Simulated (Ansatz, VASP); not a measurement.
# InAs: VASP beside Ansatz

Wanted: the spread between two codes on one cell, functional and k mesh. The cell is taken from a series of VASP runs on this material, whose earlier steps may have relaxed, scaled or displaced it; both programs get it as it stands.

Calculated with Ansatz 0.2.0; plane waves, with VASP 6.6.1 beside it; band structure at HSE06 and band structure at HSE06, spin-orbit coupling.

## 1. Set-up

Symmetry: F-43m, No. 216, cubic system. Conventional cell: a = 6.058 Å, b = 6.058 Å, c = 6.058 Å, α = 90.00°, β = 90.00°, γ = 90.00°. In has 4 As at 2.62 Å nearest. Nearest to As lie 4 In at 2.62 Å. Farther neighbours are not listed.

## 2. Ansatz: band structure, HSE06

Ansatz runs on its default PAW (the set named soft_2) files.

Levels along a path test the potential and the projectors away from the mesh points.

Input file input.yaml:

```yaml
crystal:
  lattice:
    - [0.0, 3.0292, 3.0292]
    - [3.0292, 0.0, 3.0292]
    - [3.0292, 3.0292, 0.0]
  atoms:
    - { symbol: In, position: [0.0, 0.0, 0.0] }
    - { symbol: As, position: [0.75, 0.75, 0.75] }
hamiltonian:
  xc: { exchange: pbe, correlation: pbe, exx: { coeff: 0.25, omega: 0.2 } }
  pseudopotentials: { kind: paw }
kpoints:
  mp_grid: { grid: [4, 4, 4] }
  band_path:
    path:
      - [0.0, 0.0, 0.0]
      - [0.5, 0.0, 0.5]
      - [0.5, 0.22222, 0.72222]
      - [0.40278, 0.34722, 0.75]
      - [0.125, 0.125, 0.25]
      - [0.27778, 0.27778, 0.27778]
      - [0.55556, 0.38889, 0.55556]
      - [0.58333, 0.25, 0.66667]
      - [0.5, 0.30556, 0.69444]
      - [0.48611, 0.48611, 0.52778]
      - [0.625, 0.25, 0.625]
      - [0.5, 0.0, 0.5]
    npoints: 1
scf:
  occupations: { method: gaussian, width: 0.03 }
  n_extra_bands: 7
output:
  forces: true
  stress: true
  eigenvalues: true
  write_density: true
  write_potential: true
  elf: true
  volumetric_format: npy
```

The run is started by

```bash
$ ansatz run input.yaml --threads 4 --pin off --max-ram 9216MiB --backend cpu --events-out ev --progress --plain --runs-dir out
```

Numbers of over 12 decimals in the logs are rounded to 6 here.

Output:

```text
Warning: output.stress: scf.convergence.dr2_threshold = 1e-7 eV (the SCF's general default) is looser than the 2e-10 eV advised for a printed stress (1e-10 eV for each atom of the cell: 2). What an SCF threshold leaves in a stress goes as its square root, and in the free energy as the threshold itself, and one threshold admits the most on a small cell: [figures from the program's tests cut] Set scf.convergence.dr2_threshold to 2e-10 eV or tighter. The threshold is an SCF's pass mark: one that does not reach it within its budget of iterations ends unconverged, or closes short of it on a stop that the run arms, and scf.convergence.dr2_threshold's page says what that costs each kind of run
Warning: output.stress: scf.exx.energy_threshold = 1e-6 eV is looser than the 2e-8 eV advised for a stress under a hybrid functional (1e-8 eV for each atom of the cell: 2). Every SCF of the exchange loop can meet its threshold on dr2 while the loop round them stops early: no threshold on dr2 bounds what that leaves in the stress. Set scf.exx.energy_threshold to 2e-8 eV or tighter. The threshold is the loop's pass mark: a loop that does not reach it within its budget of cycles ends unconverged, and scf.exx.energy_threshold's page has the law
scf.n_extra_bands = 7 over 14 filled bands (N_el = 28.0): the run solves 21 bands
Engine: ansatz 0.2.0, aarch64-unknown-linux-gnu
Pseudopotentials: kind: paw
Pseudopotential: In, paw, valence charge 13, recommended cutoff 420 eV (normal), In.paw.azcp
Pseudopotential: As, paw, valence charge 15, recommended cutoff 420 eV (normal), As.paw.azcp
Functional definition: unnamed
  parameter a_1 = 0.25
  parameter omega_1 = 0.2/angstrom
  exchange = pbe_x + (-a_1)*pbe_x_sr(omega_1) + a_1*exact_x_sr(omega_1)
  correlation = pbe_c
Crystal: 2 atoms, lattice volume = 55.592 Å³
Basis set: ecut = 420 eV, 1067 PW (Γ), exchange–correlation on 60×60×60 points (8 copies of the dense FFT grid, shifted against one another)
Bands: 21, of which v1, the nominal top of the filled ones, is band 14 counted from 1 (13 counted from 0)
Symmetry: 24 space group operations
Space group: F-43m (ITA 216), of the structure as read, at distance tolerance 3.8e-5 Å
k-points: 8 of 64 (time reversal used)
Non-local potential: In, projectors of the file, l = 0: 2, l = 1: 2, l = 2: 2, l = 3: 2
Non-local potential: As, projectors of the file, l = 0: 2, l = 1: 2, l = 2: 3, l = 3: 1
PAW form: soft (Blöchl's): semilocal exchange-correlation on the pseudo side does not see the compensation charge
PAW frozen core: In, regenerated for the run's functional, and the local potential with it (the file was generated under x = pbe(κ = 0.804, μ = 0.219515), c = pbe(β = 0.066725))
PAW frozen core: As, regenerated for the run's functional, and the local potential with it (the file was generated under x = pbe(κ = 0.804, μ = 0.219515), c = pbe(β = 0.066725))
PAW one-centre angular grid: In, 590 points (default); XC on 64 Gauss nodes
PAW one-centre angular grid: As, 590 points (default); XC on 64 Gauss nodes
Initial density: superposition of atomic densities (neutral atoms: chi_scale 0, normalization atom), corrected by the library's trained network
Initial wavefunctions: pseudopotential atomic-orbital guess
Functional: x = pbe(κ = 0.804, μ = 0.219515), c = pbe(β = 0.066725), warm-up for x = pbe(κ = 0.804, μ = 0.219515) + 0.25 (exact − pbe) at short range (hse, ω = 0.2 Å⁻¹), c = pbe(β = 0.066725)
SCF iter   1: F=—  HF=-10454.296668 eV  |F-HF|=—  |Δ(HF+E_count)|=         —  Δρ=1.44e-3  dr2=2.07e-3  ethr=1.77e-3  ⟨swp⟩=13.4  Hψ=808  notcnv=0
preconditioner: auto → none  [insulator: Δε(μ)=0.914 eV  Ē_g=17.050 eV  σ=0.030 eV  W_gap=0.67  n_scr=14 (ndim 8)  ℏωp=21.1 eV  f_vac=0.107  D(μ)=1.61/eV (n_scr^D=14)]
iter 2 solved again at ethr=5.10e-7 eV; its pass at ethr=7.40e-6 eV (dr2=1.43e-4 eV) is discarded
SCF iter   2: F=—  HF=-10454.296270 eV  |F-HF|=—  |Δ(HF+E_count)|=   3.98e-4  Δρ=4.00e-4  dr2=1.43e-4  ethr=5.10e-7  ⟨swp⟩=2.2  Hψ=818  notcnv=0  defer=2
SCF iter   3: F=—  HF=-10454.296235 eV  |F-HF|=—  |Δ(HF+E_count)|=   3.52e-5  Δρ=1.48e-4  dr2=9.20e-6  ethr=5.10e-7  ⟨swp⟩=3.1  Hψ=358  notcnv=0  defer=1
SCF iter   4: F=—  HF=-10454.296259 eV  |F-HF|=—  |Δ(HF+E_count)|=   2.42e-5  Δρ=2.40e-5  dr2=3.41e-7  ethr=3.29e-8  ⟨swp⟩=3.6  Hψ=357  notcnv=0
SCF iter   5: F=—  HF=-10454.296260 eV  |F-HF|=—  |Δ(HF+E_count)|=   3.02e-7  Δρ=1.02e-5  dr2=2.63e-8  ethr=1.22e-9  ⟨swp⟩=3.5  Hψ=384  notcnv=0
SCF iter   6: F=—  HF=-10454.296260 eV  |F-HF|=—  |Δ(HF+E_count)|=   1.02e-7  Δρ=2.95e-6  dr2=3.94e-9  ethr=9.38e-11  ⟨swp⟩=4.0  Hψ=393  notcnv=0
SCF iter   7: F=-10454.296260 eV  HF=-10454.296260 eV  |F-HF|=1.31e-10  |Δ(HF+E_count)|=  9.46e-10  Δρ=5.64e-7  dr2=2.64e-10  ethr=1.41e-11  ⟨swp⟩=3.9  Hψ=368  notcnv=0
SCF 1 converged in 7 iterations: F = -10454.296260 eV  dr2 = 2.64e-10
  greatest PAW one-centre occupation: 0.999 electrons in one spin orbital (limit 2), on the As atom at site 1 (counted from 0), in its partial waves of l = 2
Initial density: handed on by an earlier stage of this run
Initial wavefunctions: those handed on with the density
Functional: x = pbe(κ = 0.804, μ = 0.219515) + 0.25 (exact − pbe) at short range (hse, ω = 0.2 Å⁻¹), c = pbe(β = 0.066725)
Exchange kernel: α = 0.2500, screened, ω = 0.2000 Å⁻¹, Wigner–Seitz truncation, v(0) = 1113.5256 eV·Å³, q-mesh 4×4×4, nearest image of the exchange supercell L = 17.14 Å, pair-density grid 18×18×18, without the augmentation charges, whose exchange is taken in its separable form by FFT convolution over the k-point mesh (sized by the pseudopotential files, 24×24×24 at the most), smooth part of the exact exchange by density-matrix convolution
Frozen-core exchange: fock
iter 1 solved again at ethr=4.16e-5 eV; its pass at ethr=1.00e-1 eV (dr2=1.16e-2 eV) is discarded
SCF iter   1: F=—  HF=-10459.539727 eV  |F-HF|=—  |Δ(HF+E_count)|=         —  Δρ=6.63e-3  dr2=1.38e-2  ethr=4.16e-5  ⟨swp⟩=5.2  Hψ=966  notcnv=0
preconditioner: auto → none  [insulator: Δε(μ)=0.393 eV  Ē_g=19.134 eV  σ=0.030 eV  W_gap=1.00  n_scr=14 (ndim 8)  ℏωp=21.1 eV  f_vac=0.105  D(μ)=0.00/eV (n_scr^D=0)]
[...]
SCF iter   4: F=—  HF=-10459.531117 eV  |F-HF|=—  |Δ(HF+E_count)|=   3.87e-6  Δρ=2.37e-4  dr2=1.08e-3  ethr=7.43e-7  ⟨swp⟩=3.6  Hψ=362  notcnv=0
SCF iter   5: F=—  HF=-10459.541816 eV  |F-HF|=—  |Δ(HF+E_count)|=   1.07e-2  Δρ=8.10e-4  dr2=2.37e-4  ethr=7.20e-8  ⟨swp⟩=5.0  Hψ=621  notcnv=0
SCF iter   6: F=—  HF=-10459.541741 eV  |F-HF|=—  |Δ(HF+E_count)|=   7.44e-5  Δρ=6.33e-5  dr2=1.91e-5  ethr=7.20e-8  ⟨swp⟩=4.0  Hψ=401  notcnv=0
SCF iter   7: F=-10459.541872 eV  HF=-10459.541875 eV  |F-HF|=3.02e-6  |Δ(HF+E_count)|=   1.33e-4  Δρ=1.07e-4  dr2=5.73e-6  ethr=2.58e-9  ⟨swp⟩=5.2  Hψ=610  notcnv=0
SCF 2 stopped early in 7 iterations: F = -10459.541872 eV  dr2 = 5.73e-6
hybrid outer 1: dexx = +1.220e-2 eV, tail = 7.60e-5 eV
Exchange kernel: α = 0.2500, screened, ω = 0.2000 Å⁻¹, Wigner–Seitz truncation, v(0) = 1113.5256 eV·Å³, q-mesh 4×4×4, nearest image of the exchange supercell L = 17.14 Å, pair-density grid 18×18×18, without the augmentation charges, whose exchange is taken in its separable form by FFT convolution over the k-point mesh (sized by the pseudopotential files, 24×24×24 at the most), smooth part of the exact exchange by density-matrix convolution
Frozen-core exchange: fock
SCF iter   1: F=—  HF=-10459.542061 eV  |F-HF|=—  |Δ(HF+E_count)|=         —  Δρ=5.16e-5  dr2=2.92e-6  ethr=1.36e-6  ⟨swp⟩=4.8  Hψ=360  notcnv=0
preconditioner: auto → none  [insulator: Δε(μ)=0.566 eV  Ē_g=19.118 eV  σ=0.030 eV  W_gap=1.00  n_scr=14 (ndim 8)  ℏωp=21.1 eV  f_vac=0.107  D(μ)=0.00/eV (n_scr^D=0)]
SCF iter   2: F=—  HF=-10459.542061 eV  |F-HF|=—  |Δ(HF+E_count)|=   2.30e-8  Δρ=1.50e-5  dr2=1.86e-6  ethr=4.49e-9  ⟨swp⟩=4.0  Hψ=484  notcnv=0
SCF iter   3: F=—  HF=-10459.542087 eV  |F-HF|=—  |Δ(HF+E_count)|=   2.60e-5  Δρ=3.08e-5  dr2=7.73e-7  ethr=2.28e-10  ⟨swp⟩=5.2  Hψ=565  notcnv=0  defer=1
SCF iter   4: F=—  HF=-10459.542087 eV  |F-HF|=—  |Δ(HF+E_count)|=   3.32e-7  Δρ=6.19e-6  dr2=3.28e-8  ethr=2.28e-10  ⟨swp⟩=4.0  Hψ=424  notcnv=0
SCF iter   5: F=—  HF=-10459.542087 eV  |F-HF|=—  |Δ(HF+E_count)|=   6.24e-9  Δρ=8.17e-7  dr2=1.84e-8  ethr=5.81e-11  ⟨swp⟩=3.0  Hψ=400  notcnv=0
SCF iter   6: F=-10459.542087 eV  HF=-10459.542087 eV  |F-HF|=8.78e-9  |Δ(HF+E_count)|=   1.18e-7  Δρ=3.89e-6  dr2=1.24e-8  ethr=1.00e-12  ⟨swp⟩=5.0  Hψ=538  notcnv=0
SCF 3 converged in 6 iterations: F = -10459.542087 eV  dr2 = 1.24e-8
  Residual-converged pass: ⟨swp⟩=2.0  Hψ=220  notcnv=0  max |occ|·‖R‖ = 2.4e-6 eV (tolerance 2.4e-6 eV)  dr2=1.24e-8  dr2_onsite=4.41e-10  max |Δocc| = 1.1e-50
hybrid outer 2: dexx = +8.497e-7 eV, tail = 4.34e-8 eV, Δε = 3.19e-3 eV (about 1.53e-4 eV left of the loop's levels)
NSCF: frozen V_eff on 12 k-points
hybrid SCF converged: 2 outer / 13 inner (+7 warm-up), last move |dexx| = 8.50e-7 eV, tail = 4.34e-8 eV
Stability not checked: this state was not tested for a lower state beside it, because the functional holds exact exchange (a hybrid, or Hartree-Fock), whose exchange loop this test does not read (fock_operator; see scf.lower_state_search)
Free energy (F): -10459.542087 eV
Frozen-core exchange: fock
Harris-Foulkes:  -10459.542087 eV  (|F-HF|=8.78e-9)
Internal energy: -10459.542087 eV  (E = F + TS)
E sigma→0 (E₀):  -10459.542087 eV
Fermi energy:    7.672859 eV
--- Per-component energies (eV) ---
  E_band       = -379.304594
  E_kinetic    = 346.677567
  E_local      = -3285.829539  (includes V_loc(G=0)·N_el)
  E_nonlocal   = -303.380902
  E_hartree    = 1592.474139
  E_xc         = -234.324686
  E_vxc        = -142.540210  (∫ρ·V_xc dr)
  E_exx        = -94.066210  (= α·E_x^exact, valence–valence)
  E_paw        = -5962.391969  (= ΣΔE_a)
  E_vpaw       = 8.950453  (= ΣTr[D̂ρ^β])
  E_aug_tail   = 0.000035  (compensation charges beyond the density's cutoff)
  E_ewald      = -2518.453269
  E_core_change = -0.247254  (= ΣΔE_core)
  E_smearing   = -0.000000  (= −TS)
  E_closure    = 0.000000  (closes the sum)
  Σ components = -10459.542087   (vs F -10459.542087, Δ=-1.82e-12)
--- Forces (eV/Å), atoms counted from 1 ---
  atom   1  In    -0.00000000     0.00000000     0.00000000
  atom   2  As     0.00000000     0.00000000     0.00000000
  max |Σ_I F_I| component: 3.08e-16 eV/Å
--- Stress (GPa, compression-positive) ---
        1.645520       0.000000      -0.000000
        0.000000       1.645520       0.000000
       -0.000000       0.000000       1.645520
  P = ⅓ Tr σ = 1.6455 GPa (16.455 kbar)
--- Band table (eV; the first three rows and the last of 8) ---
  k-point 0: bands = [... 10 lower, -5.5779, 7.3887, 7.3887, 7.3887, 7.9553, 12.0684, 12.0684, 12.0684, ... 3 higher]
  k-point 1: bands = [... 10 lower, -4.9266, 3.4956, 6.7797, 6.7797, 9.3687, 12.8263, 12.8263, 13.4204, ... 3 higher]
  k-point 2: bands = [... 10 lower, -3.9796, 1.1581, 6.3227, 6.3227, 9.0639, 12.8569, 12.8569, 15.1130, ... 3 higher]
  k-point 7: bands = [... 10 lower, -3.3245, 1.2541, 4.2073, 4.3213, 12.3947, 12.5376, 13.2814, 14.2521, ... 3 higher]
```

Wall time 26 s (4 threads of Arm Neoverse V1, shared host); peak memory 0.79 GiB.

## 3. VASP: band structure, HSE06

The same cell, functional, mesh and smearing now go to VASP, with its own data sets and cutoff.

Lines of VASP's logs that name or quote its potential files are left out, and so is its time.

The run reads the wave functions of an earlier VASP run, which isn't shown here.

Input file INCAR:

```
SYSTEM = InAs
PREC = Accurate
ENCUT = 350
EDIFF = 1E-06
NELM = 100
ISMEAR = 0
SIGMA = 0.03
LREAL = .FALSE.
ALGO = Normal
LHFCALC = .TRUE.
AEXX = 0.25
GGA = PE
HFSCREEN = 0.2
LASPH = .TRUE.
NBANDS = 15
PRECFOCK = Fast
LORBIT = 11
LWAVE = .FALSE.
LCHARG = .FALSE.
KPAR = 4
```

Input file POSCAR:

```
InAs
1.0
    0.0000000000      3.0292000000      3.0292000000
    3.0292000000      0.0000000000      3.0292000000
    3.0292000000      3.0292000000      0.0000000000
In As
1 1
Direct
    0.0000000000      0.0000000000      0.0000000000
    0.7500000000      0.7500000000      0.7500000000
```

Input file KPOINTS:

```
Automatic mesh
0
Gamma
4 4 4
0 0 0
```

Input file KPOINTS_OPT:

```
Line mode
10
Line-mode
Reciprocal
  0.00000000   0.00000000   0.00000000 GAMMA
  0.50000000   0.00000000   0.50000000 X

  0.50000000   0.00000000   0.50000000 X
  0.50000000   0.25000000   0.75000000 W

  0.50000000   0.25000000   0.75000000 W
  0.37500000   0.37500000   0.75000000 K

  0.37500000   0.37500000   0.75000000 K
  0.00000000   0.00000000   0.00000000 GAMMA

  0.00000000   0.00000000   0.00000000 GAMMA
  0.50000000   0.50000000   0.50000000 L

  0.50000000   0.50000000   0.50000000 L
  0.62500000   0.25000000   0.62500000 U

  0.62500000   0.25000000   0.62500000 U
  0.50000000   0.25000000   0.75000000 W

  0.50000000   0.25000000   0.75000000 W
  0.50000000   0.50000000   0.50000000 L

  0.50000000   0.50000000   0.50000000 L
  0.37500000   0.37500000   0.75000000 K

  0.62500000   0.25000000   0.62500000 U
  0.50000000   0.00000000   0.50000000 X
```

Potentials, in the order of the species: In_d and As (PBE family, release 64).

The run is started by

```bash
$ mpirun -np 4 vasp_std
```

Output:

```text
[banner, memory and clock lines left out]
running    4 mpi-ranks, on    1 nodes
 distrk:  each k-point on    1 cores,    4 groups
 distr:  one band on    1 cores,    1 groups

 POSCAR found type information on POSCAR InAs
 POSCAR found :  2 types and       2 ions
 LDA part: xc-table for (Slater+PW92), standard interpolation
 found WAVECAR, reading the header
 POSCAR, INCAR and KPOINTS ok, starting setup
 FFT: planning ... GRIDC
 FFT: planning ... GRID_SOFT
 FFT: planning ... GRID
 reading WAVECAR
 the WAVECAR file was read successfully
 initial charge from wavefunction
 entering main loop
       N       E                     dE             d eps       ncg     rms          rms(c)
DAV:   1    -0.912547850177E+01   -0.91255E+01   -0.11698E+00   296   0.174E+01    0.324E+00
DAV:   2    -0.913607550383E+01   -0.10597E-01   -0.81035E-02   322   0.306E+00    0.417E+00
DAV:   3    -0.913219547839E+01    0.38800E-02   -0.69709E-03   333   0.136E+00    0.292E+00
DAV:   4    -0.913108454226E+01    0.11109E-02   -0.12780E-03   357   0.490E-01    0.193E+00
DAV:   5    -0.913081994110E+01    0.26460E-03   -0.29001E-04   290   0.196E-01    0.119E+00
DAV:   6    -0.913074897936E+01    0.70962E-04   -0.59350E-05   291   0.893E-02    0.727E-01
DAV:   7    -0.913072737451E+01    0.21605E-04   -0.12331E-05   268   0.425E-02    0.439E-01
DAV:   8    -0.913072122438E+01    0.61501E-05   -0.45194E-06   261   0.217E-02    0.264E-01
DAV:   9    -0.913072052788E+01    0.69650E-06   -0.17176E-06   275   0.114E-02
   1 F= -.91307205E+01 E0= -.91307205E+01  d E =-.806668E-19
 Start KPOINTS_OPT (optional k-point list driver)
k-point batch [1-8\100]
       N       E                     dE             ncg
DAV:   1     0.737420899752E+02   -0.16965E+04      248
DAV:   2    -0.907519441951E+03   -0.98126E+03      247
DAV:   3    -0.980154631566E+03   -0.72635E+02      310
DAV:   4    -0.982705119703E+03   -0.25505E+01      319
DAV:   5    -0.982769283231E+03   -0.64164E-01      361
DAV:   6    -0.982772034394E+03   -0.27512E-02      379
DAV:   7    -0.982772070447E+03   -0.36052E-04      347
DAV:   8    -0.982772070884E+03   -0.43768E-06      267
[...]
k-point batch [97-100\100]
       N       E                     dE             ncg
DAV:   1     0.212344116985E+04   -0.19874E+04      120
DAV:   2     0.164370192509E+04   -0.47974E+03      127
DAV:   3     0.161061173042E+04   -0.33090E+02      148
DAV:   4     0.160970754762E+04   -0.90418E+00      170
DAV:   5     0.160967119173E+04   -0.36356E-01      200
DAV:   6     0.160967067411E+04   -0.51762E-03      184
DAV:   7     0.160967066009E+04   -0.14018E-04      200
DAV:   8     0.160967065996E+04   -0.13205E-06      144
```

Parts of OUTCAR (step 3):

```text
ion  position               nearest neighbor table
   1  0.000  0.000  0.000-   2 2.62   2 2.62   2 2.62   2 2.62
   2  0.750  0.750  0.750-   1 2.62   1 2.62   1 2.62   1 2.62

  LATTYP: Found a face centered cubic cell.
 ALAT       =     6.0584000000

 Subroutine GETGRP returns: Found 24 space group operations
 (whereof 24 operations were pure point group operations)

The static configuration has the point symmetry T_d .

 Found      8 irreducible k-points:

   k-points           NKPTS =      8   k-points in BZ     NKDIM =     64   number of bands    NBANDS=     15

   dimension x,y,z NGX =    28 NGY =   28 NGZ =   28
   dimension x,y,z NGXF=    56 NGYF=   56 NGZF=   56

   ENCUT  =  350.0 eV  25.72 Ry    5.07 a.u.   6.53  6.53  6.53*2*pi/ulx,y,z

   NELECT =      18.0000    total number of electrons

 k-points in reciprocal lattice and weights: Automatic mesh
   0.00000000  0.00000000  0.00000000       0.016
   0.25000000  0.00000000  0.00000000       0.125
   0.50000000  0.00000000  0.00000000       0.062
   0.25000000  0.25000000  0.00000000       0.094
   0.50000000  0.25000000  0.00000000       0.375
  -0.25000000  0.25000000  0.00000000       0.188
   0.50000000  0.50000000  0.00000000       0.047
  -0.25000000  0.50000000  0.25000000       0.094

  exchange ACFDT corr.  =         0.00000000  see jH, gK, PRB 81, 115126

 average (electrostatic) potential at core
       1 -90.4419       2 -45.8280

 E-fermi :   4.2295

 k-point     1 :       0.0000    0.0000    0.0000
  band No.  band energies     occupation
    ...
      5     -11.9623      2.00000
      6      -8.9308      2.00000
      7       4.0475      2.00000
      8       4.0475      2.00000
      9       4.0475      2.00000
     10       4.6114      0.00000
     11       8.7359      0.00000
     12       8.7359      0.00000
     13       8.7359      0.00000
     14      12.5183      0.00000
    ...

 k-point     2 :       0.2500    0.0000    0.0000
  band No.  band energies     occupation
    ...
      5     -11.9607      2.00000
      6      -8.2795      2.00000
      7       0.1595      2.00000
      8       3.4413      2.00000
      9       3.4413      2.00000
     10       6.0325      0.00000
     11       9.4905      0.00000
     12       9.4905      0.00000
     13      10.0767      0.00000
     14      13.3122      0.00000
    ...

 k-point     3 :       0.5000    0.0000    0.0000
  band No.  band energies     occupation
    ...
      5     -11.9546      2.00000
      6      -7.3354      2.00000
      7      -2.1727      2.00000
      8       2.9860      2.00000
      9       2.9860      2.00000
     10       5.7291      0.00000
     11       9.5208      0.00000
     12       9.5208      0.00000
     13      11.7778      0.00000
     14      14.1564      0.00000
    ...

  energy-cutoff  :      350.00
  volume of cell :       55.59
      direct lattice vectors                 reciprocal lattice vectors
     0.000000000  3.029200000  3.029200000    -0.165060082  0.165060082  0.165060082
     3.029200000  0.000000000  3.029200000     0.165060082 -0.165060082  0.165060082
     3.029200000  3.029200000  0.000000000     0.165060082  0.165060082 -0.165060082

 POSITION                                       TOTAL-FORCE (eV/Angst)
 -----------------------------------------------------------------------------------
      0.00000      0.00000      0.00000         0.000000      0.000000      0.000000
      4.54380      4.54380      4.54380        -0.000000     -0.000000     -0.000000
 -----------------------------------------------------------------------------------
    total drift:                               -0.000080     -0.000078     -0.000043

  FREE ENERGIE OF THE ION-ELECTRON SYSTEM (eV)
  ---------------------------------------------------
  free  energy   TOTEN  =        -9.1307205279 eV

  energy  without entropy=       -9.1307205279  energy(sigma->0) =       -9.13072053

 total charge
# of ion       s       p       d       tot
------------------------------------------
    1        0.844   0.751   9.904  11.499
    2        1.216   1.636   0.021   2.873
--------------------------------------------------
tot          2.060   2.386   9.926  14.372

[... 3 further parts left out ...]
```

(Part 1 of 2 ends here.)

[Lines on the potential files, build, host, timing and source positions are cut from VASP's logs without a mark.]

[Logs are printed without paths, hosts, clocks, repeated set-up lines and the standing remarks that a program may print on its own settings, such as how far it seeks lower states.]

[Hosts, paths, dates, database ids (printed as entryN), source tags and the programs' standing remarks are cut or masked in the printed files.]
